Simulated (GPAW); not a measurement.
Here is a GPAW 26.7.0 calculation.

The input run.py:

```python
from ase.dft.bandgap import bandgap
from ase.io import read, write
from ase.units import GPa
from gpaw import GPAW, PW

atoms = read('GaSb.xyz')

calc = GPAW(mode=PW(600),
            xc='PBE',
            kpts={'size': (8, 8, 8), 'gamma': True},
            occupations={'name': 'methfessel-paxton', 'order': 0, 'width': 0.012},
            nbands=18,
            convergence={'density': 1e-05, 'energy': 1e-05},
            maxiter=150,
            txt='gpaw.txt')
atoms.calc = calc
energy = atoms.get_potential_energy()
forces = atoms.get_forces()
stress = atoms.get_stress()
calc.write('gs.gpw')
write('result.traj', atoms)
print(f'Energy: {energy:.6f} eV')
print('Forces (eV/A):')
print(forces.round(4))
print('Stress (GPa):', (stress / GPa).round(3))
print('Fermi level:', round(calc.get_fermi_level(), 4), 'eV')
print(f'Gap: {bandgap(calc)[0]:.4f} eV, direct: {bandgap(calc, direct=True)[0]:.4f} eV')
```

Contents of GaSb.xyz:

```xyz
2
Lattice="0.0000000000 3.0590000000 3.0590000000 3.0590000000 0.0000000000 3.0590000000 3.0590000000 3.0590000000 0.0000000000" Properties=species:S:1:pos:R:3 pbc="T T T"
Sb     4.5885000000      4.5885000000      4.5885000000
Ga     0.0000000000      0.0000000000      0.0000000000
```

Potentials or basis: GPAW PAW data sets (gpaw-data 1.2.1), pw.

Launch:

```sh
$ OMP_NUM_THREADS=1 python run.py
```

Question: Estimate the band gap on the k mesh.

Answer: 0.09 eV, direct.

Question: Estimate the pressure.

Answer: 2.3 GPa.

Caveat: spin-orbit coupling is left out, which moves the levels of the heavy elements.

**The experiment to reproduce.**

From a printed reference work, data compilation, for a bulk crystal of GaSb at 4.2 K: band gap 0.811 eV (direct).

Against the measured gap of GaSb, 0.811 eV (direct; 4.2 K; a printed reference work, data compilation), the calculated 0.09 eV is off by -0.72 eV. Spin-orbit coupling on Ga, Sb is left out. The value is that of PBE on a finite k mesh, which can miss the band edges, without temperature or zero-point motion. Semilocal functionals fall short of measured gaps as a rule.
